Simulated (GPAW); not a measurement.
Write an ASE script for GPAW 26.7.0 that does the following.

```yaml
Task: equation of state
Functional: r2SCAN
Potentials_or_basis: GPAW PAW data sets (gpaw-data 1.2.1)
Cutoff: 600 eV
Basis: pw
k_mesh: 8 × 8 × 4
Occupations: fermi-dirac, width 0.05 eV
Spin: no spin polarisation
Ranks: 4
Maxiter: 150
Eos_scales: "[0.94, 0.96, 0.98, 1.0, 1.02, 1.04, 1.06]"
```

Hf:

```
Hf
1.0
     3.19670    0.00000    0.00000
    -1.59835    2.76842    0.00000
     0.00000    0.00000    5.05780
Hf
2
Direct
  0.66667 0.33333 0.75000
  0.33333 0.66667 0.25000
```

These files were run (other wordings do the same):

run.py

```python
from ase import Atoms
from ase.eos import EquationOfState
from ase.io import Trajectory
from ase.units import GPa
from ase.parallel import parprint
from gpaw import GPAW, PW

atoms = Atoms(['Hf', 'Hf'],
              cell=[[3.1967, 0.0, 0.0],
                    [-1.59835, 2.7684234083, 0.0],
                    [0.0, 0.0, 5.0578]],
              scaled_positions=[[0.6666666667, 0.3333333333, 0.75],
                                [0.3333333333, 0.6666666667, 0.25]],
              pbc=True)

traj = Trajectory('eos.traj', 'w')
volumes, energies = [], []
for x in [0.94, 0.96, 0.98, 1.0, 1.02, 1.04, 1.06]:
    a = atoms.copy()
    a.set_cell(atoms.cell * x**(1 / 3), scale_atoms=True)
    calc = GPAW(mode=PW(600),
                xc='MGGA_X_R2SCAN+MGGA_C_R2SCAN',
                kpts={'size': (8, 8, 4), 'gamma': True},
                occupations={'name': 'fermi-dirac', 'width': 0.05},
                nbands=24,
                convergence={'density': 1e-05, 'energy': 1e-05},
                maxiter=150,
                txt=f'eos-{x:.2f}.txt')
    a.calc = calc
    energies.append(a.get_potential_energy(force_consistent=True))
    volumes.append(a.get_volume())
    p = -a.get_stress()[:3].mean() / GPa
    calc.write(f'eos-{x:.2f}.gpw')
    traj.write(a)
    parprint(f'{x:.2f} {volumes[-1]:10.4f} A^3 {energies[-1]:14.6f} eV {p:9.3f} GPa', flush=True)

v0, e0, B = EquationOfState(volumes, energies, eos='birchmurnaghan').fit()
parprint(f'V0 = {v0:.4f} A^3, E0 = {e0:.6f} eV, B0 = {B / GPa:.2f} GPa')
```

Potentials or basis: GPAW PAW data sets (gpaw-data 1.2.1), pw.

Command:

```console
$ OMP_NUM_THREADS=1 mpirun -n 4 gpaw python run.py
```

Results of the run:

```
Equilibrium volume                        : 22.39 Å³/atom (rough: see the caveat)
Bulk modulus at fixed shape and positions : 114 GPa (rough)
```

Caveat: the points scatter about the fit; the cell was scaled at fixed shape and fractional positions, which overstates the stiffness of a crystal with free parameters, most of all of layers and chains; the PAW data sets were made with another functional, which shifts forces and pressure a little.

It took 110 s on 4 MPI ranks on AMD EPYC 7R43 64-Core Processor (Zen 3), on a shared host, peak memory 0.67 GiB a rank.
